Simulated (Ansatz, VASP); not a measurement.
Given: the input of a run of VASP 6.6.1 on GaP.

Contents of INCAR:

```
PREC     = Accurate       # precision mode
ENCUT    = 520            # plane-wave cutoff, eV
EDIFF    = 1E-6           # SCF threshold, eV
ISMEAR   = -1             # smearing method
SIGMA    = 0.05           # smearing width, eV
LREAL    = False          # projectors in reciprocal space
LASPH    = True           # aspherical terms in the spheres
NELM     = 60             # most SCF steps
ALGO     = Normal         # electronic algorithm
ISIF     = 2              # what is computed and relaxed
LWAVE    = False          # write WAVECAR
LCHARG   = False          # write CHGCAR
GGA      = B5             # functional
ALDAX    = 1.0          
AGGAX    = 1.0          
AGGAC    = 1.0          
ALDAC    = 0.0          
IVDW     = 12             # dispersion correction
VDW_S6   = 1.0          
VDW_S8   = 2.6996       
VDW_A1   = 0.4298       
VDW_A2   = 4.2359       
NBANDS   = 16             # bands
```

Contents of KPOINTS:

```
Automatic mesh
0
Gamma
  8 8 8
```

File POSCAR:

```
GaP
1.0
    0.0000000000      2.7069591804      2.7069591804
    2.7069591804      0.0000000000      2.7069591804
    2.7069591804      2.7069591804      0.0000000000
Ga P
1 1
Direct
    0.0000000000      0.0000000000      0.0000000000
    0.7500000000      0.7500000000      0.7500000000
```

Potentials or basis: VASP PAW PBE potentials, release 64 (Ga_d, P).

Run with:

```console
$ cat potpaw_PBE.64/Ga_d/POTCAR potpaw_PBE.64/P/POTCAR > POTCAR
$ mpirun -np 1 vasp_std > vasp.out
```

Problem. Set up the same calculation for Ansatz 0.2.0. Potentials there: Ansatz PAW.

Solution. As run (the cutoff follows the program's own potentials):

input.yaml

```yaml
crystal:
  lattice:
    - [0.0, 2.7069591804, 2.7069591804]
    - [2.7069591804, 0.0, 2.7069591804]
    - [2.7069591804, 2.7069591804, 0.0]
  atoms:
    - { symbol: Ga, position: [0.0, 0.0, 0.0] }
    - { symbol: P, position: [0.75, 0.75, 0.75] }
hamiltonian:
  xc: blyp
  pseudopotentials: { kind: paw }
  dispersion: d3bj
kpoints:
  mp_grid: { grid: [8, 8, 8] }
scf:
  occupations: { method: fermi_dirac, width: 0.05 }
output:
  forces: true
  stress: true
  eigenvalues: true
```

Potentials or basis: Ansatz PAW.

Launch:

```sh
$ ansatz run input.yaml --threads 2 --pin off --max-ram 5120MiB --backend cpu --events-out ev --progress --plain --runs-dir out
```

Both were run:

|  | VASP | Ansatz | Ansatz less VASP |
| --- | --- | --- | --- |
| gap on the k mesh at the Fermi level (eV) | 1.75 | 1.73 | -0.016 |
| least direct gap on the mesh (eV) | 1.90 | 1.88 | -0.018 |
| pressure (GPa) | 1.9 | 1.7 | -0.21 |
| dispersion energy (meV/atom) | -725.3 | -725.4 | -0.07 |

Caveats: the PAW data sets were made with another functional, which shifts forces and pressure a little (VASP); the PAW data sets come from PBE, with cores solved anew for the run's functional, which leaves a small shift of forces and pressure (Ansatz). A k mesh can miss the band edges.
